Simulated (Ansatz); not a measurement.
Runs of Ansatz 0.2.0 on NaI. It takes space group Fm-3m (No. 225, cubic). Conventional cell: a = 6.473 Å, b = 6.473 Å, c = 6.473 Å, α = 90.00°, β = 90.00°, γ = 90.00°. Around I (site symmetry m-3m) lie 6 Na at 3.24 Å. Around Na (site symmetry m-3m) lie 6 I at 3.24 Å. 

```csv
task,potentials or basis,cell,cutoff (eV),basis error allowed,gap on the mesh (eV),pressure (GPa)
band structure,"all-electron LAPW, inner shells corrected to Dirac's equation",as given,133,0.001 eV/atom,3.51,-0.5
band structure,"all-electron LAPW, non-relativistic",as given,132,0.001 eV/atom,4.09,-0.3
relaxation of cell and atoms,"all-electron LAPW, scalar-relativistic",relaxed to 5 GPa,-,0.001 eV/atom,(b),5.0
relaxation of cell and atoms,"all-electron LAPW, scalar-relativistic",relaxed to 20 GPa,-,0.001 eV/atom,4.15,20.0
band structure,all-electron PAW datasets made for the crystal,as given,260,-,3.51,-0.5
relaxation of cell and atoms,"all-electron LAPW, scalar-relativistic",relaxed to 30 GPa,-,0.001 eV/atom,3.72,30.0
relaxation of cell and atoms,"all-electron LAPW, scalar-relativistic",relaxed to 10 GPa,-,0.001 eV/atom,(a),10.0
band structure,"all-electron LAPW, scalar-relativistic",as given,133,0.001 eV/atom,3.51,-0.5
```

Alike in all rows: level PBEsol; no spin polarisation; k mesh 7 × 7 × 7; smearing fermi-dirac 0.05 eV.

Problem. Estimate the missing entries.

Solution. (a) 4.64; (b) 4.20.

Caveats: spin-orbit coupling is left out, which moves the levels of the heavy elements; an odd mesh through Γ misses points on the zone boundary, where band edges often lie (some runs); relativity is left out, which matters for the heavier elements (some runs).

A k mesh can miss the band edges, and the runs leave out spin-orbit coupling on I.

The runs don't all hold the same shells in valence.
